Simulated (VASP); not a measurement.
Input of a VASP 6.6.1 run:

The input POSCAR:

```
Ni
1.0
    2.4480228978      0.0000000000      0.0000000000
   -1.2240114489      2.1200500186      0.0000000000
    0.0000000000      0.0000000000      4.0728075700
Ni
2
Direct
    0.3333333333      0.6666666667      0.2500000000
    0.6666666667      0.3333333333      0.7500000000
```

File INCAR.step1:

```
  PREC = Accurate
  ENCUT = 520
  EDIFF = 1E-7
  ISMEAR = -1
  SIGMA = 0.08
  LREAL = False
  LASPH = True
  NELM = 150
  ALGO = Normal
  ISIF = 2
  LWAVE = False
  LCHARG = True
  ISPIN = 2
  MAGMOM = 1.5 1.5
  LMAXMIX = 4
  GGA = CA
  NBANDS = 21
```

The input KPOINTS.step1:

```
Automatic mesh
0
Gamma
  15 15 8
```

File INCAR.step2:

```
  PREC = Accurate
  ENCUT = 520
  EDIFF = 1E-7
  ISMEAR = -5
  SIGMA = 0.08
  LREAL = False
  LASPH = True
  NELM = 150
  ALGO = Normal
  ISIF = 2
  LWAVE = False
  LCHARG = False
  ISPIN = 2
  MAGMOM = 1.5 1.5
  LORBIT = 11
  LMAXMIX = 4
  GGA = CA
  NBANDS = 21
  NEDOS = 1001
  ICHARG = 11
```

KPOINTS.step2

```
Automatic mesh
0
Gamma
  23 23 12
```

Potentials or basis: VASP PAW LDA potentials, release 64 (Ni).

Run with:

```console
$ cat potpaw_LDA.64/Ni/POTCAR > POTCAR
$ cp INCAR.step1 INCAR
$ cp KPOINTS.step1 KPOINTS
$ mpirun -np 1 vasp_std > vasp.out
$ cp INCAR.step2 INCAR
$ cp KPOINTS.step2 KPOINTS
$ mpirun -np 1 vasp_std > vasp.out
```

Q: What does it give for the net moment?

A: 1.21 μB per cell.

Q: What does it give for the site moments?

A: Ni +0.59 μB.

States per cell in windows of 1 eV (zero at the Fermi level; states under -8 eV left out):
```
from (eV)    up  down  Ni1_d_up  Ni2_d_up  Ni1_d_down  Ni2_d_down  Ni1_p_up  Ni2_p_up
     -8.0  0.10  0.09      0.00      0.00        0.00        0.00      0.01      0.01
     -7.0  0.15  0.14      0.01      0.01        0.00        0.00      0.01      0.01
     -6.0  0.29  0.23      0.04      0.04        0.02        0.02      0.02      0.02
     -5.0  1.15  0.68      0.40      0.40        0.19        0.19      0.04      0.04
     -4.0  1.94  1.45      0.82      0.82        0.58        0.58      0.06      0.06
     -3.0  2.52  1.96      1.13      1.13        0.84        0.84      0.06      0.06
     -2.0  2.23  2.69      1.04      1.04        1.22        1.22      0.04      0.04
     -1.0  2.33  2.31      1.13      1.13        1.11        1.11      0.01      0.01
      0.0  0.32  1.35      0.10      0.10        0.63        0.63      0.03      0.03
      1.0  0.27  0.32      0.07      0.07        0.10        0.10      0.04      0.04
      2.0  0.24  0.26      0.05      0.05        0.06        0.06      0.04      0.04
      3.0  0.23  0.24      0.04      0.04        0.05        0.05      0.05      0.05
      4.0  0.19  0.21      0.03      0.03        0.04        0.04      0.04      0.04
      5.0  0.13  0.15      0.02      0.02        0.03        0.03      0.03      0.03
      6.0  0.11  0.11      0.02      0.02        0.02        0.02      0.02      0.02
      7.0  0.34  0.26      0.06      0.06        0.05        0.05      0.04      0.04
```
